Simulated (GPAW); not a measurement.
A run of GPAW 26.7.0 is set up as follows.

File run.py:

```python
from ase import Atoms
from ase.filters import FrechetCellFilter
from ase.io import write
from ase.optimize import BFGS
from ase.units import GPa
from gpaw import GPAW, PW, setup_paths

setup_paths.insert(0, '.')

atoms = Atoms(['Pb', 'O', 'O'],
              cell=[[0.0, 2.701992, 2.701992],
                    [2.701992, 0.0, 2.701992],
                    [2.701992, 2.701992, 0.0]],
              scaled_positions=[[0.0, 0.0, 0.0],
                                [0.75, 0.75, 0.75],
                                [0.25, 0.25, 0.25]],
              pbc=True)

calc = GPAW(mode=PW(800),
            xc='PBEsol',
            kpts={'size': (9, 9, 9), 'gamma': True},
            occupations={'name': 'fermi-dirac', 'width': 0.05},
            nbands=24,
            convergence={'density': 1e-05, 'forces': 0.0001},
            maxiter=150,
            txt='gpaw.txt')
atoms.calc = calc
opt = BFGS(FrechetCellFilter(atoms, scalar_pressure=10 * GPa), trajectory='relax.traj', logfile='-')
done = opt.run(fmax=0.02, steps=60)
calc.write('gs.gpw')
write('result.traj', atoms)
print('Converged:', done)
print('Cell:', atoms.cell.cellpar().round(4))
print('Volume:', round(atoms.get_volume(), 4))
print(atoms.get_scaled_positions().round(5))
```

Potentials or basis: PAW data sets generated in the run's folder for this functional, pw.

Run with:

```bash
$ gpaw-setup -f PBEsol O Pb
$ OMP_NUM_THREADS=1 python run.py
```

Question: Estimate the band gap on the k mesh.

Answer: None (metal or under the smearing width).

Question: Estimate the relaxed volume.

Answer: 11.82 Å³/atom.

Question: Estimate the space group after relaxing (to 0.05 Å).

Answer: Fm-3m (No. 225).

The path:
| step | energy change (eV) | largest force (eV/Å) | pressure (GPa) | volume (Å³) |
| --- | --- | --- | --- | --- |
| 1 | 0.0000 | 0.0000 | -7.11 | 39.45 |
| 2 | -0.0280 | 0.0000 | -4.53 | 38.67 |
| 3 | 0.0474 | 0.0000 | 12.45 | 35.00 |
| 4 | 0.0154 | 0.0000 | 9.74 | 35.47 |

Caveat: later steps reuse the first step's grids. The run has no spin-orbit coupling, so splittings on Pb are missing.
